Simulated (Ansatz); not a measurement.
# CuI (Marshite) under changes of volume

One of the cells (27.859 Å³/atom); the others are scaled copies at fixed shape and fractional positions:

```xyz
2
Lattice="0.0000 3.0315 3.0315 3.0315 0.0000 3.0315 3.0315 3.0315 0.0000" Properties=species:S:1:pos:R:3 pbc="T T T"
I     0.0000    0.0000    0.0000
Cu    4.5473    4.5473    4.5473
```

| Quantity | Value |
| --- | --- |
| Program | Ansatz 0.2.0 |
| Functional | SVWN5 |
| Potentials or basis | Ansatz PAW |
| Cutoff | 420 eV (not typed: the program's choice for these potentials) |
| k mesh | 8 × 8 × 8 |
| Occupations | fermi-dirac, width 0.05 eV |
| Spin | no spin polarisation |

```tsv
volume (Å³/atom)	energy over the lowest point (meV/atom)	pressure (GPa)	gap on the mesh (eV)
26.188	0.00	-2.1	1.11
26.745	8.77	-3.0	1.05
27.302	20.51	-3.8	0.99
27.859	?	?	?
28.417	51.39	-5.1	0.89
28.974	69.89	-5.6	0.84
29.531	90.07	-6.0	0.80
```

Task: What does the run at 27.859 Å³/atom give?

Result: Energy over the lowest point 34.82 meV/atom; pressure -4.5 GPa; gap on the mesh 0.94 eV.

Worked out: A Birch-Murnaghan fit of order 3 (a polynomial in V^(-2/3)) to the other rows has no minimum within the range. It gives 34.81 meV/atom at 27.859 Å³/atom, against the run's 34.82, and -dE/dV = -4.5 GPa, against -4.5. A straight line through the other rows of the gap, of slope -2.59 eV per unit of ln V (its deformation potential), gives 0.94 eV, against the run's 0.94.

Energies are extrapolated to zero smearing.

Caveats: spin-orbit coupling is left out, which moves the levels of the heavy elements; the PAW data sets come from PBE, with cores solved anew for the run's functional, which leaves a small shift of forces and pressure.
